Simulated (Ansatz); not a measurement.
## Understanding rocksalt-structured PbTe from first principles

**What was measured.** A measured cell of cubic PbTe (space group Fm-3m) at 120 K, from the Crystallography Open Database (1987, doi:10.1107/S0108270187091509), has a = 6.438 Å and 33.36 Å³/atom.

From a printed reference work, monograph, for a bulk crystal of PbTe at 4.2 K: band gap 0.19 eV (direct).

The results are compared with them further down.

Computed with Ansatz (plane waves, PAW, 420 eV cutoff): PBEsol, scalar-relativistic, no spin polarisation, Γ-centred 8×8×8 mesh, 0.05 eV Gaussian smearing. The datasets are Ansatz's generated set soft_2.

The start was a prototype's sites filled with these elements; the Crystallography Open Database holds the compound in this structure.

The relaxed structure (symmetry read at 0.01 Å). The structure is cubic, space group Fm-3m (No. 225). The conventional cell has a = 6.443 Å, b = 6.443 Å, c = 6.443 Å, α = 90.00°, β = 90.00°, γ = 90.00°. Around Pb (site symmetry m-3m) lie 6 Te at 3.22 Å. Around Te (site symmetry m-3m) lie 6 Pb at 3.22 Å. (Shells end 15 % past the nearest neighbour.)

Task: What kind of gap is it?

Result: It is direct, 0.65 eV. Within 0.6 eV of the edges the projected states are 75 % Te 5p at the top of the valence band and 74 % Pb 6p at the bottom of the conduction band. Spin–orbit coupling, left out here, shifts 6p levels by as much as this gap and could close it. The lowest excitation takes an electron from Te back to Pb, as in polar semiconductors.

Task: What fixes the bond lengths?

Result: Shannon's ionic radii give a check on the bond lengths: Pb²⁺ with 6 neighbours 1.19 Å + Te²⁻ 2.21 Å = 3.40 Å against a computed mean of 3.22 Å. The largest miss is -5 %; bonds shorter than the sum are usual where the bond is partly covalent, as with large, soft anions.

Task: How stiff is it, in energy terms?

Result: B0·V0 = 44.9 GPa × 33.43 Å³ = 9.37 eV/atom sets the scale: near the minimum ΔE ≈ ½ B0 V0 x², with x = V/V0 − 1, and a pressure of 0.4 GPa squeezes the volume by about 1 %. At the ends of the curve: x = −4.0 % predicts 7.5 meV/atom and the run gives 8.1; x = +4.0 % predicts 7.5 meV/atom and the run gives 7.0. The curve is steeper than the parabola on the compressed side and flatter on the expanded side: the bulk modulus rises with pressure.

Task: Which Debye temperature follows from the elastic moduli?

Result: K = 45 GPa and G = 27 GPa (Hill). With a density of 8.314 g/cm³ (mean mass 167.4 u, 33.43 Å³/atom), K = 44.9 and G = 27.15 GPa from the unrounded constants, v_l = √((K + 4G/3)/ρ) = 3120 m/s and v_t = √(G/ρ) = 1810 m/s. The mean [(1/v_l³ + 2/v_t³)/3]^(−1/3) is 2010 m/s, and θ_D = (ħ/k_B)(6π²/V)^(1/3) v_m ≈ 190 K, with V the volume an atom.

All results together:

```
Volume                                                : 33.43 Å³/atom
Band gap                                              : 0.65 eV
Smallest direct gap                                   : 0.65 eV
Formation energy from the elements (0 K, uncorrected) : -0.36 eV/atom
Bulk modulus (Birch–Murnaghan)                        : 45 GPa
Pressure derivative B0′                               : 4.6
Shear modulus (Hill)                                  : 27 GPa
Young's modulus                                       : 68 GPa
Poisson's ratio                                       : 0.25
Elastically stable                                    : yes
```

**Comparison.** The computed cell (6.443 Å, 33.43 Å³/atom) differs from the database's by +0.2 % in volume, about +0.1 % in length. Agreement this close is partly luck: the calculation is for a static lattice, the crystal has zero-point motion and thermal expansion. Against the measured gap of PbTe, 0.19 eV (direct; 4.2 K; a printed reference work, monograph), the calculated 0.65 eV is off by +0.46 eV. Kohn–Sham gaps of semilocal functionals mostly fall below measured ones. Spin–orbit coupling is left out here. Temperature and excitons aren't in the calculation.

Kohn–Sham gaps of semilocal functionals lie under measured ones, often by a third or more. These numbers lack spin–orbit coupling.
